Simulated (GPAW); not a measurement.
TePb:

```
Pb Te
1.0
     4.00229    0.00000    0.00000
     0.00000    4.00229    0.00000
     0.00000    0.00000    4.00229
Pb Te
1 1
Direct
  0.00000 0.00000 0.00000
  0.50000 0.50000 0.50000
```

Measurements of this composition are mostly on another form, of space group No. 225.

Base run:

| Property | Result |
| --- | --- |
| Program | GPAW 26.7.0 |
| Functional | SCAN |
| Potentials or basis | GPAW PAW data sets (gpaw-data 1.2.1) |
| Cutoff | 600 eV |
| Basis | pw |
| k mesh | 6 × 6 × 6 |
| Occupations | fermi-dirac, width 0.05 eV |
| Spin | spin-orbit coupling, no magnetisation |

Its results: pressure -1.7 GPa.

The run is repeated on the same cell with these changes: functional from SCAN to r2SCAN; band points from 100 to 80. What comes out?

Pressure -1.0 GPa.

Caveats: spin-orbit coupling was added after a scalar SCF, so levels and gaps hold it while energy, forces, pressure and moments don't; the PAW data sets were made with another functional, which shifts forces and pressure a little.
